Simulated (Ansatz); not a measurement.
**MgS (NiAs type) under strain**

MgS (NiAs type), relaxed with r2SCAN in Ansatz. It is hexagonal, P6_3/mmc (No. 194); a = 3.645 Å, c = 6.147 Å in the conventional setting, 17.69 Å³ an atom. Mg is surrounded by 6 S at 2.61 Å; S is surrounded by 6 Mg at 2.61 Å.

The axes x, y and z are those of this cell:
```xyz
4
Lattice="3.6454 0.0000 0.0000 -1.8227 3.1570 0.0000 0.0000 0.0000 6.1474" Properties=species:S:1:pos:R:3 pbc="T T T"
Mg    0.0000    0.0000    0.0000
Mg    0.0000    0.0000    3.0737
S     0.0000    2.1047    1.5368
S     1.8227    1.0523    4.6105
```

Unstrained: The PBE gap is indirect, 3.416 eV (Γ to K), below the direct gap of 3.543 eV at Γ. r2SCAN gives an indirect gap of 4.074 eV, from Γ to K; the least direct gap is 4.438 eV at Γ. With HSE06 the valence top lies at Γ and the conduction bottom at K, 4.464 eV higher; the smallest vertical gap, at Γ, is 4.652 eV. Meshes: PBE 12×12×4, r2SCAN 12×12×4, HSE06 6×6×4. Strains are changes of length per length. After each strain the atoms were relaxed again with r2SCAN in this cell and within any symmetry left, so distortions that break it or need a larger cell weren't tested; points keep the names that they have in the unstrained zone. Simulation only: spin-unpolarised, and no claim that this is the phase found in nature.

Changes of the least gap in eV (an overlap counts as a negative gap):
```
                            strain  volume change (%)  space group     PBE  r2SCAN   HSE06  energy rise, r2SCAN (meV/atom)
          uniaxial -3.73 % along z               -3.7     P6_3/mmc  +0.124  +0.126  +0.124                            15.4
biaxial -1.63 % in x and y, z held               -3.2     P6_3/mmc  -0.037  -0.043  -0.032                             6.2
```

Uniaxial -3.73 % along z, other directions held. HSE06: the gap goes from 4.464 to 4.588 eV (+0.124 eV). Stress change with r2SCAN, compression positive: xx +1.27, yy +1.27, zz +7.69 GPa.

Biaxial -1.63 % in x and y, z held. HSE06: the gap goes from 4.464 to 4.433 eV (-0.032 eV). Stress change with r2SCAN, compression positive: xx +3.59, yy +3.59, zz +1.03 GPa.

The meshes of the hybrids are coarse, so their gaps aren't converged to the digits shown.
